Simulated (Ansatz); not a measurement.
A plane-wave DFT run in Ansatz 0.2.0 (scalar-relativistic PAW potentials unless the input names others): input and command.

```yaml
crystal:
  lattice:
    - [0.0, 2.06503577, 2.09555354]
    - [2.06503577, 0.0, 2.09555354]
    - [2.06503577, 2.06503577, 0.0]
  atoms:
    - { symbol: Al, position: [0.5, 0.5, 0.5] }
    - { symbol: "N", position: [0.0, 0.0, 0.0] }
basis:
  ecutwfc: 420
kpoints:
  mp_grid: { grid: [1, 1, 1] }
hamiltonian:
  xc: pbe
scf:
  occupations: { method: gaussian, width: 0.05 }
  max_iter: 75
output:
  forces: true
  eigenvalues: true
  stress: true
```

```bash
ansatz run input.yaml --threads 1 --pin off --max-ram 1228MiB --backend cpu --events-out ev --progress --plain --runs-dir out
```

Abridged log:
```
Basis set: ecut = 420 eV, 339 PW (Γ), exchange–correlation on 40×40×40 points (8 copies of the dense FFT grid, shifted against one another)
Bands: 8, of which v1, the nominal top of the filled ones, is band 4 counted from 1 (3 counted from 0)
Symmetry: 16 space group operations
k-points: 1
SCF iter   1: F=—  HF=-908.873771 eV  |F-HF|=—  |Δ(HF+E_count)|=         —  Δρ=1.89e-1  dr2=6.40e0  ethr=1.77e-3  ⟨swp⟩=4.0  Hψ=48  notcnv=0
SCF iter   2: F=—  HF=-906.841580 eV  |F-HF|=—  |Δ(HF+E_count)|=    2.03e0  Δρ=7.06e-2  dr2=4.55e-1  ethr=1.77e-3  ⟨swp⟩=4.0  Hψ=29  notcnv=0
SCF iter   3: F=—  HF=-906.801258 eV  |F-HF|=—  |Δ(HF+E_count)|=   4.03e-2  Δρ=2.47e-2  dr2=4.89e-2  ethr=1.77e-3  ⟨swp⟩=2.0  Hψ=15  notcnv=0
SCF iter   4: F=—  HF=-906.850867 eV  |F-HF|=—  |Δ(HF+E_count)|=   4.96e-2  Δρ=1.09e-3  dr2=9.26e-5  ethr=6.12e-4  ⟨swp⟩=2.0  Hψ=16  notcnv=0
SCF iter   5: F=—  HF=-906.850722 eV  |F-HF|=—  |Δ(HF+E_count)|=   1.45e-4  Δρ=4.71e-4  dr2=1.43e-5  ethr=1.16e-6  ⟨swp⟩=2.0  Hψ=9  notcnv=0
SCF iter   6: F=—  HF=-906.850735 eV  |F-HF|=—  |Δ(HF+E_count)|=   1.35e-5  Δρ=5.44e-5  dr2=5.51e-7  ethr=1.78e-7  ⟨swp⟩=3.0  Hψ=12  notcnv=0
SCF iter   7: F=-906.850735 eV  HF=-906.850735 eV  |F-HF|=9.29e-9  |Δ(HF+E_count)|=   1.99e-7  Δρ=9.20e-6  dr2=1.17e-8  ethr=1.25e-9  ⟨swp⟩=5.0  Hψ=45  notcnv=0
SCF 1 converged in 7 iterations: F = -906.850735 eV  dr2 = 1.17e-8
SCF converged after 7 iterations
Free energy (F): -906.850735 eV
Harris-Foulkes:  -906.850735 eV  (|F-HF|=9.29e-9)
Internal energy: -906.850735 eV  (E = F + TS)
E sigma→0 (E₀):  -906.850735 eV
Fermi energy:    15.042793 eV
--- Forces (eV/Å), atoms counted from 1 ---
  atom   1  Al     0.00000000     0.00000000     0.00000000
  atom   2  N      0.00000000     0.00000000     0.00000000
--- Stress (GPa, compression-positive) ---
       94.378093       0.000000       0.000000
        0.000000      94.378093       0.000000
        0.000000       0.000000      92.269575
  P = ⅓ Tr σ = 93.6753 GPa (936.753 kbar)
```

Problem. What is wrong with this input?

Solution. The fault is one k-point for a small cell (kpoints.mp_grid.grid: [10, 10, 10] → [1, 1, 1], the first being the value of the sound run). Setting it back cures it. The run converged all the same, with an energy at zero smearing 8.5 eV/atom above the reference's, pressure 93.68 GPa, largest force 0.000 eV/Å, gap on the mesh 3.98 eV, so convergence alone doesn't show that an input is right. A reference run from the same start on usual settings converged with pressure -12.96 GPa, largest force 0.000 eV/Å, gap on the mesh 3.79 eV.

The run took 0.31 s on 1 thread of Intel(R) Xeon(R) 6975P-C (Granite Rapids), on a shared host, peak memory 0.29 GiB.